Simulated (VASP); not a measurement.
# PbF2 (Fluorocronite): relaxation of cell and atoms with r2SCAN

PbF2 (Fluorocronite):

```
Pb F
1.0
     0.00000    2.95808    2.95808
     2.95808    0.00000    2.95808
     2.95808    2.95808    0.00000
Pb F
1 2
Cartesian
  0.0000 2.9581 2.9581
  1.4790 1.4790 1.4790
  4.4371 4.4371 4.4371
```

* Program: VASP 6.6.1
* Task: relaxation of cell and atoms
* Functional: r2SCAN
* Potentials or basis: VASP PAW PBE potentials, release 64 (Pb_d, F)
* Cutoff: 600 eV
* k mesh: 8 × 8 × 8
* Occupations: gaussian, width 0.03 eV
* Spin: no spin polarisation
* Further INCAR settings: ALGO = Normal; EDIFF = 1e-07; IBRION = 2; EDIFFG = -0.005; NSW = 90; ISIF = 3

```json
{
  "Relaxed volume": "17.28 Å³/atom",
  "Relaxed cell": "a = 4.185 Å, b = 4.185 Å, c = 4.185 Å, α = 60.00°, β = 60.00°, γ = 60.00°",
  "Space group after relaxing (to 0.05 Å)": "Fm-3m (No. 225)",
  "Energy gained by relaxing": "0.0 meV/atom",
  "Ionic steps": "2",
  "Pressure after relaxing": "0.0 GPa",
  "Band gap on the k mesh": "4.93 eV, indirect (least direct gap 5.08 eV)"
}
```

Final structure:
```xyz
3
Lattice="0.0000 2.9593 2.9593 2.9593 0.0000 2.9593 2.9593 2.9593 0.0000" Properties=species:S:1:pos:R:3 pbc="T T T"
Pb    5.9185    5.9185    5.9185
F     1.4796    1.4796    1.4796
F     4.4389    4.4389    4.4389
```

Levels at points of the mesh, in eV from the valence-band top:
```tsv
k point	band 12	band 13	band 14	band 15	band 16	band 17
(0.00, 0.00, 0.00)	-2.17	-2.17	-2.17	7.31	7.31	7.31
(0.50, 0.00, 0.00)	-2.35	-2.35	-0.06	5.38	8.25	8.25
(0.50, 0.50, 0.00)	-1.75	-1.75	-0.14	4.93	8.47	8.47
```

Wall time 3.7 min on 1 thread of AMD EPYC 9R45 96-Core Processor (Zen 5), on a shared host, peak memory 0.21 GiB.

Caveat: the PAW data sets were made with another functional, which shifts forces and pressure a little; spin-orbit coupling is left out, which as a rule narrows the gap of such compounds by several tenths of an eV. A k mesh can miss the band edges.
